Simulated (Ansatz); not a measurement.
## Al3Cu2 (P-3m1), an elastic constant from a strain scan

Method: Ansatz 0.2.0, DFT PBEsol, scalar-relativistic, plane waves, PAW. Settings: plane waves to 420 eV, k-mesh 12×12×10 (Γ-centred), Gaussian smearing 0.15 eV. No spin polarisation. Energies are free energies at this smearing, counted from the undisturbed cell; pressure is positive in compression.

The undisturbed cell (relaxed at this level; it needn't be the usual structure):

```
CELL_PARAMETERS angstrom
4.09859 0.00000 0.00000
-2.04929 3.54948 0.00000
0.00000 0.00000 4.98210
ATOMIC_POSITIONS crystal
Al 0.00000 0.00000 0.00000
Al 0.33333 0.66667 0.35151
Al 0.66667 0.33333 0.64849
Cu 0.33333 0.66667 0.84229
Cu 0.66667 0.33333 0.15771
```

The cell is strained by ε times the Voigt pattern (1, 1, 0, 0, 0, 0) (xx, yy, zz, yz, xz, xy; engineering shear) with fractional coordinates fixed. The cell holds 5 atoms in V0 = 72.48 Å³. The stress column is τ = (1/V0) dE/dε, got from the stress tensor σ (compression positive) at each point as −det(1 + εP) σ : P(1 + εP)⁻¹, with P the pattern as a tensor.

| ε | ΔE (meV/atom) | τ (GPa) |
| --- | --- | --- |
| -0.0600 | 113.272 | -45.684 |
| -0.0450 | 60.663 | -32.086 |
| -0.0300 | 25.529 | -19.930 |
| -0.0150 | 5.937 | -9.176 |
| 0.0000 | 0.000 | 0.190 |
| 0.0150 | 5.822 | 8.168 |
| 0.0300 | 21.596 | 14.866 |
| 0.0450 | 45.600 | 20.301 |
| 0.0525 | 60.173 | 22.610 |
| 0.0600 | ? | ? |

Task: Which combination of elastic constants does this scan measure, and how large is it?

Result: For small ε, τ = τ0 + Kε with K = pᵀCp, which for this pattern is C11 + C22 + 2 C12 in the Cartesian frame shown. The parabola through τ at ε = -0.0150, 0 and 0.0150 has slope K = 578 GPa at zero. The energies per cell, E = NΔE, of the same two points give K = 2[E(ε₊)/ε₊ − E(ε₋)/ε₋]/[(ε₊ − ε₋)V0] = 578 GPa, in agreement. These are clamped-ion values.

Task: Predict the withheld row at ε = 0.0600 from the harmonic law, and compare.

Result: ΔE = V0(τ0 ε + Kε²/2)/N = 95.181 meV/atom and τ = 34.88 GPa. The calculation gives 76.243 meV/atom and 24.72 GPa: the energy lies 20 % below the harmonic value, as bonds soften when stretched.

Forces appear on the atoms along this scan, and letting them relax would lower the energy and soften the response. In a metal these slopes depend on the k mesh and the smearing.